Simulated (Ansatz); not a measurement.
Wurtzite AlN, relaxed with r2SCAN: space group P6_3mc (No. 186), hexagonal; conventional cell a = 3.107 Å, c = 4.979 Å, 10.40 Å³ an atom. Al is surrounded by 4 N at 1.89–1.90 Å; N is surrounded by 4 Al at 1.89–1.90 Å. One-shot G0W0@PBE in the PAW code Ansatz on a 6×6×4 mesh (contour deformation, no spin-orbit coupling), from a PBE gap of 4.232 eV over the mesh points (the G0W0 gap is direct on the mesh); the number N of bands summed and the screening cutoff rise together. Calculated for a static, non-magnetic cell.

| N | cutoff (eV) | 1000/N | G0W0 gap (eV) |
| --- | --- | --- | --- |
| 102 | 100 | 9.804 | 5.769 |
| 236 | 180 | 4.237 | 5.926 |

Question: Lay a straight line in 1000/N through these rows.

Answer: The slope is -0.0282 eV per unit of 1000/N and the intercept 6.045 eV.

Question: Predict the gap at N = 450 (260 eV).

Answer: 6.045 + (-0.0282) × 2.222 = 5.982 eV; the run gives 5.961 eV, -0.021 eV from the line.

Question: With that run's result added, what limit do the last two rows suggest?

Answer: Their slope is (5.961 − 5.926)/(2.222 − 4.237) = -0.0174, which meets 1/N = 0 at 6.00 eV, against 6.045 eV from the first line. The slope flattens, so the first line overshoots; the k mesh isn't extrapolated.
